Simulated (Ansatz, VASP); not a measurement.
Given: the input of a run of VASP 6.6.1 on TiC.

Contents of INCAR:

```
  PREC = Accurate
  ENCUT = 520
  EDIFF = 1E-7
  ISMEAR = 0
  SIGMA = 0.020999999999999998
  LREAL = F
  LASPH = T
  NELM = 80
  ALGO = Normal
  ISIF = 2
  LWAVE = F
  LCHARG = F
  GGA = PE
  NBANDS = 15
```

Contents of KPOINTS:

```
Automatic mesh
0
Gamma
  11 11 11
```

The input POSCAR:

```
TiC
1.0
    0.0000000000      2.1657188437      2.1657188437
    2.1657188437      0.0000000000      2.1657188437
    2.1657188437      2.1657188437      0.0000000000
Ti C
1 1
Direct
    0.0000000000      0.0000000000      0.0000000000
    0.5000000000      0.5000000000      0.5000000000
```

Potentials or basis: VASP PAW PBE potentials, release 64 (Ti_sv, C).

Command:

```bash
$ cat potpaw_PBE.64/Ti_sv/POTCAR potpaw_PBE.64/C/POTCAR > POTCAR
$ mpirun -np 1 vasp_std > vasp.out
```

Set up the same calculation for Ansatz 0.2.0. Potentials there: all-electron LAPW, scalar-relativistic.

As run (the cutoff follows the program's own potentials):

input.yaml

```yaml
crystal:
  lattice:
    - [0.0, 2.1657188437, 2.1657188437]
    - [2.1657188437, 0.0, 2.1657188437]
    - [2.1657188437, 2.1657188437, 0.0]
  atoms:
    - { symbol: Ti, position: [0.0, 0.0, 0.0] }
    - { symbol: C, position: [0.5, 0.5, 0.5] }
kpoints:
  mp_grid: { grid: [11, 11, 11] }
scf:
  occupations: { method: gaussian, width: 0.021 }
hamiltonian:
  xc: pbe
  pseudopotentials: { kind: all_electron, lapw: { basis_error: 0.001 } }
output:
  forces: true
  stress: true
  eigenvalues: true
```

Potentials or basis: all-electron LAPW, scalar-relativistic.

The run is started by

```sh
$ ansatz run input.yaml --threads 1 --pin off --max-ram 3072MiB --backend cpu --events-out ev --progress --plain --runs-dir out
```

Both were run:

|  | VASP | Ansatz | Ansatz less VASP |
| --- | --- | --- | --- |
| gap on the k mesh at the Fermi level (eV) | none | none | - |
| pressure (GPa) | 0.5 | 0.2 | -0.24 |

A gap of «none» marks a metal or a gap that the smearing closes. Ansatz ran all-electron here, so the differences hold the error of VASP's frozen core and of both bases.
